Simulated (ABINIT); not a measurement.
The system is CdSe.

```
Cd Se
1.0
     0.00000    3.07027    3.07027
     3.07027    0.00000    3.07027
     3.07027    3.07027    0.00000
Cd Se
1 1
Cartesian
  0.0000 0.0000 0.0000
  1.5351 1.5351 1.5351
```

Measurements of this composition are mostly on another form, of space group No. 186.

```yaml
Program: ABINIT 10.8.3 (patched build)
Task: single point
Functional: PBE
Potentials_or_basis: JTH PAW PBE v2.0
Cutoff: 463 eV
k_mesh: 8 × 8 × 8
Occupations: fermi-dirac, width 0.05 eV
Spin: no spin polarisation
```

On this cell: largest force zero by symmetry; band gap on the k mesh 0.54 eV, direct.

The same run follows on a disturbed copy (atoms moved at random, drawn with an rms of 0.05 Å):

```
CELL_PARAMETERS angstrom
0.00000 3.07027 3.07027
3.07027 0.00000 3.07027
3.07027 3.07027 0.00000
ATOMIC_POSITIONS crystal
Cd 0.99226 0.01044 0.00353
Se 0.26661 0.25053 0.23622
```

Question: What does the disturbed cell give?

Answer: The energy moves by +11.4 meV/atom; largest force 0.490 eV/Å; band gap on the k mesh 0.51 eV, direct.

Forces in eV/Å, atoms in the order of the input:
```
Cd  -0.397  0.162  0.236
Se   0.397 -0.162 -0.236
```

